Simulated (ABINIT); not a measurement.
# BN (F-43m) in ABINIT: notebook, part 2 of 2

ABINIT 10.8.3 (patched build). The steps go on from the part before.

### Step 4. Band structure, r2SCAN

Contents of run.abi:

```
ndtset 2

pp_dirpath "./"
pseudos "N.upf, B.upf"

acell 3*1.0
rprim
     0.0000000000     3.4260753537     3.4260753537
     3.4260753537     0.0000000000     3.4260753537
     3.4260753537     3.4260753537     0.0000000000
ntypat 2
znucl 7 5
natom 2
typat 1 2
xcart
     0.9065005000     0.9065005000     0.9065005000
     0.0000000000     0.0000000000     0.0000000000 Angstrom

ecut 1360.569312 eV

ixc -497498
usekden 1
nc_xccc_gspace 1
boxcutmin 3.0

occopt 3
tsmear 0.05 eV

nstep 100

iomode 3
prtwf 0
prteig 0
prtebands 0
enunit 1
prtden1 1
prtkden1 1

kptopt1 1
ngkpt1 13 13 13
nshiftk1 1
shiftk1 0.0 0.0 0.0
nband1 8
tolvrs1 1.0e-9

iscf2 -2
getden2 1
getkden2 1
nband2 14
nbdbuf2 4
tolwfr2 1.0e-11
kptopt2 -9
ndivsm2 8
prteig2 1
kptbounds2
     0.0000000000     0.0000000000     0.0000000000
     0.5000000000     0.0000000000     0.5000000000
     0.5000000000     0.2500000000     0.7500000000
     0.3750000000     0.3750000000     0.7500000000
     0.0000000000     0.0000000000     0.0000000000
     0.5000000000     0.5000000000     0.5000000000
     0.6250000000     0.2500000000     0.6250000000
     0.5000000000     0.2500000000     0.7500000000
     0.5000000000     0.5000000000     0.5000000000
     0.3750000000     0.3750000000     0.7500000000
```

Potentials or basis: PseudoDojo NC SR PBE v0.4.1 standard.

Run with:

```bash
mpirun --bind-to none -np 4 abinit run.abi > log 2>&1
```

run.abo:

```text
.Version 10.8.3 of ABINIT
 DATASET    1 : space group F-4 3 m (#216); Bravais cF (face-center cubic)
================================================================================
 Values of the parameters that define the memory need for DATASET  1.
     intxc =       0    ionmov =       0      iscf =       7    lmnmax =       4
     lnmax =       4     mgfft =      48  mpssoang =       2    mqgrid =    3001
     natom =       2  nloc_mem =       1    nspden =       1   nspinor =       1
    nsppol =       1      nsym =      24    n1xccc =    2501    ntypat =       2
    occopt =       3   xclevel =       2
       mpw =        1381          nfft =      110592          nkpt =          84
================================================================================
================================================================================

 DATASET    2 : space group F-4 3 m (#216); Bravais cF (face-center cubic)
================================================================================
 Values of the parameters that define the memory need for DATASET  2.
     intxc =       0    ionmov =       0      iscf =      -2    lmnmax =       4
     lnmax =       4     mgfft =      48  mpssoang =       2    mqgrid =    3001
     natom =       2  nloc_mem =       1    nspden =       1   nspinor =       1
    nsppol =       1      nsym =      24    n1xccc =    2501    ntypat =       2
    occopt =       3   xclevel =       2
       mpw =        1383          nfft =      110592          nkpt =         139
================================================================================
================================================================================

--------------------------------------------------------------------------------
------------- Echo of variables that govern the present computation ------------
--------------------------------------------------------------------------------
 -outvars: echo values of preprocessed input variables --------
            acell      1.0000000000E+00  1.0000000000E+00  1.0000000000E+00 Bohr
              amu      1.40067400E+01  1.08110000E+01
        boxcutmin      3.00000000E+00
             ecut      5.00000000E+01 Hartree
           enunit           1
           getden1          0
           getden2          1
          getkden1          0
          getkden2          1
             iscf1          7
             iscf2         -2
                       outvar_i_n : Printing only first  50 k-points.
              ixc     -497498
           jdtset        1    2
                       outvar_i_n : Printing only first  50 k-points.
           kptopt1          1
           kptopt2         -9
         kptrlatt       13    0    0      0   13    0      0    0   13
          kptrlen1     6.29876290E+01
          kptrlen2     3.00000000E+01
            natom           2
            nband1          8
            nband2         14
           nbdbuf1          0
           nbdbuf2          4
   nc_xccc_gspace           1
           ndtset           2
           ndivsm1          0
           ndivsm2          8
[... 1069 lines left out ...]
  1.8262E+00  1.8990E+00
 Non-SCF case, kpt  139 (  0.37500  0.37500  0.75000), residuals and eigenvalues=
  8.41E-13  2.19E-12  1.47E-12  7.75E-12  6.38E-13  3.21E-12  4.25E-12  6.81E-12
  1.14E-12  9.39E-12  9.46E-13  3.05E-10  2.74E-06  3.58E-05
 -2.8539E-01 -2.2010E-02  6.4281E-03  1.4052E-01  5.6701E-01  7.9051E-01
  9.1676E-01  9.4482E-01  1.0209E+00  1.3313E+00  1.3442E+00  1.6533E+00
  1.8249E+00  1.9156E+00

Result for kinetic energy density :

--------------------------------------------------------------------------------
 Total kinetic energy density [Ha/Bohr^3]
)     Maximum=    5.6360E+00  at reduced coord.    0.2500    0.2500    0.2500
)     Minimum=    1.2192E-02  at reduced coord.    0.7500    0.7500    0.7500
   Integrated=    9.2720E+00
--------------------------------------------------------------------------------

--- !ResultsGS
iteration_state: {dtset: 2, }
comment   : Summary of ground state results
lattice_vectors:
- [  0.0000000,   3.4260754,   3.4260754, ]
- [  3.4260754,   0.0000000,   3.4260754, ]
- [  3.4260754,   3.4260754,   0.0000000, ]
lattice_lengths: [   4.84520,    4.84520,    4.84520, ]
lattice_angles: [ 60.000,  60.000,  60.000, ] # degrees, (23, 13, 12)
lattice_volume:   8.0430492E+01
convergence: {deltae:  0.000E+00, res2:  0.000E+00, residm:  9.990E-12, diffor:  0.000E+00, }
etotal    :  -1.34667728E+01
entropy   :   0.00000000E+00
fermie    :   3.49544596E-01
cartesian_stress_tensor: null
pressure_GPa: null
xred      :
- [  2.5000E-01,   2.5000E-01,   2.5000E-01,  N]
- [  1.6761E-10,   1.6761E-10,   1.6761E-10,  B]
cartesian_forces: null
force_length_stats: {min: null, max: null, mean: null, }
...

 Integrated electronic density in atomic spheres:
 ------------------------------------------------
 Atom  Sphere_radius  Integrated_density
    1        2.00000          5.76120366
    2        2.00000          3.26232006
================================================================================

 ----iterations are completed or convergence reached----

 Mean square residual over all n,k,spin=   41.127E-13; max=  99.903E-13
 reduced coordinates (array xred) for    2 atoms
       0.250000000168      0.250000000168      0.250000000168
       0.000000000168      0.000000000168      0.000000000168

 cartesian coordinates (angstrom) at end:
    1      0.90650050000000     0.90650050000000     0.90650050000000
    2      0.00000000060774     0.00000000060774     0.00000000060774
 length scales=  1.000000000000  1.000000000000  1.000000000000 bohr
              =  0.529177210544  0.529177210544  0.529177210544 angstroms
 Eigenvalues (   eV  ) for nkpt= 139  k points:
 kpt#   1, nband= 14, wtk=  1.00000, kpt=  0.0000  0.0000  0.0000 (reduced coord)
 -13.45992    8.06386    8.06386    8.06386   17.55844   17.55844   17.55844   18.36944
  33.50501   37.05896   37.05896   37.82055   37.82055   37.82055
 kpt#   2, nband= 14, wtk=  1.00000, kpt=  0.0217  0.0000  0.0217 (reduced coord)
 -13.44409    8.01535    8.02172    8.02172   17.51813   17.61467   17.61467   18.43589
  33.49714   36.12430   37.08143   37.86265   37.86265   38.72870
 kpt#   3, nband= 14, wtk=  1.00000, kpt=  0.0435  0.0000  0.0435 (reduced coord)
 -13.39665    7.87270    7.89881    7.89881   17.41691   17.77978   17.77978   18.61180
  33.39078   35.03128   37.14884   37.98883   37.98883   39.80364
 kpt#   4, nband= 14, wtk=  1.00000, kpt=  0.0652  0.0000  0.0652 (reduced coord)
 -13.31775    7.64383    7.70467    7.70467   17.28088   18.04397   18.04397   18.86040
  32.82956   34.45909   37.26118   38.19872   38.19872   40.68993
 kpt#   5, nband= 14, wtk=  1.00000, kpt=  0.0870  0.0000  0.0870 (reduced coord)
 -13.20761    7.33977    7.45248    7.45248   17.12094   18.39364   18.39364   19.15434
  31.81171   34.44850   37.41845   38.49160   38.49160   41.36852
 kpt#   6, nband= 14, wtk=  1.00000, kpt=  0.1087  0.0000  0.1087 (reduced coord)
 -13.06658    6.97266    7.15656    7.15656   16.94008   18.81394   18.81394   19.46935
[... 386 lines left out ...]
  -8.21572   -1.53957    1.57474    4.46771   16.47106   22.68411   23.29728   24.36629
  28.18140   35.38608   36.24358   42.60396   48.82876   51.46155
 kpt# 136, nband= 14, wtk=  1.00000, kpt=  0.4018  0.4018  0.6964 (reduced coord)
  -8.06348   -1.23960    1.03420    4.27815   16.17324   22.66852   23.79754   24.62959
  27.86924   35.52202   36.26623   43.54371   49.24373   51.36237
 kpt# 137, nband= 14, wtk=  1.00000, kpt=  0.3929  0.3929  0.7143 (reduced coord)
  -7.92879   -0.93420    0.56165    4.10559   15.89949   22.37867   24.24852   25.05700
  27.67483   35.76184   36.27076   44.30733   49.54402   51.38720
 kpt# 138, nband= 14, wtk=  1.00000, kpt=  0.3839  0.3839  0.7321 (reduced coord)
  -7.82469   -0.66988    0.21920    3.95328   15.65125   21.96648   24.63498   25.45924
  27.63173   36.11314   36.25678   44.79678   49.69296   51.67379
 kpt# 139, nband= 14, wtk=  1.00000, kpt=  0.3750  0.3750  0.7500 (reduced coord)
  -7.76580   -0.59893    0.17492    3.82386   15.42925   21.51100   24.94636   25.70978
  27.78009   36.22638   36.57684   44.98841   49.65895   52.12742

== END DATASET(S) ==============================================================
================================================================================

 -outvars: echo values of variables after computation  --------
            acell      1.0000000000E+00  1.0000000000E+00  1.0000000000E+00 Bohr
           etotal1    -1.3466772793E+01
            fcart1     2.4560219650E-30  2.4560219650E-30 -7.3680658949E-30
                      -2.4560219650E-30 -2.4560219650E-30  7.3680658949E-30
            rprim      0.0000000000E+00  3.4260753537E+00  3.4260753537E+00
                       3.4260753537E+00  0.0000000000E+00  3.4260753537E+00
                       3.4260753537E+00  3.4260753537E+00  0.0000000000E+00
           strten1     3.3610927254E-05  3.3610927254E-05  3.3610927254E-05
                       0.0000000000E+00  0.0000000000E+00  0.0000000000E+00
           xangst      9.0650050000E-01  9.0650050000E-01  9.0650050000E-01
                       6.0774285567E-10  6.0774285567E-10  6.0774285567E-10
             xred      2.5000000017E-01  2.5000000017E-01  2.5000000017E-01
                       1.6760687283E-10  1.6760687283E-10  1.6760687283E-10
 Calculation completed.
```

Wall time 2.2 min (4 MPI ranks of Arm Neoverse V2, shared host); peak memory 0.44 GiB.

Results:

- Free energy: -366.4496 eV
- Pressure: -1.0 GPa
- Band gap on the k mesh: 4.93 eV, indirect (least direct gap 9.49 eV)
- Band gap along the path: 4.85 eV, indirect (least direct gap 9.49 eV)
- All electrons inside the program's atomic spheres: N 5.76; B 3.26

Levels at the corners of the path, in eV from the valence-band top:
```
point  band 2  band 3  band 4  band 5  band 6  band 7
    Γ    0.00    0.00    0.00    9.49    9.49    9.49
    X   -9.45   -5.10   -5.10    4.85    9.55   19.14
    W   -8.15   -7.19   -6.68   10.31   13.97   15.12
    K   -8.66   -7.89   -4.24    7.37   13.45   16.88
    Γ    0.00    0.00    0.00    9.49    9.49    9.49
    L  -11.15   -2.02   -2.02   10.21   11.45   11.45
    U   -8.66   -7.89   -4.24    7.37   13.45   16.88
    W   -8.15   -7.19   -6.68   10.31   13.97   15.12
    L  -11.15   -2.02   -2.02   10.21   11.45   11.45
    K   -8.66   -7.89   -4.24    7.37   13.45   16.88
```

Caveat: a meta-GGA on potentials with a model core is unreliable; the potentials were made for another functional, which shifts forces and pressure.

### Step 5. The runs side by side

```tsv
potentials or basis	cutoff (eV)	gap on the mesh (eV)	pressure (GPa)
Ansatz NC r2SCAN	1497	5.06	-4.0
SG15 NC PBE v1.2	1306	5.04	-5.6
PseudoDojo NC SR PBE v0.4.1 standard	1361	4.93	-1.0
```

Alike in all rows: task band structure; level r2SCAN; no spin polarisation; cell as given; k mesh 13 × 13 × 13; smearing fermi-dirac 0.05 eV.

Caveats: the potentials were made for another functional, which shifts forces and pressure (some runs); a meta-GGA on potentials with a model core is unreliable (some runs).

Total energies depend on the potentials used, so only differences within one code and one set of settings carry meaning.

### Step 6. Comparison with measurements

Step 2. Against the measured gap of BN, 6.4 eV (indirect; 300 K; a printed reference work, monograph), the calculated 4.98 eV is off by -1.42 eV. The value is that of r2SCAN, without temperature or zero-point motion. The cell is a database's relaxed one, not the measured one, which moves gaps too.
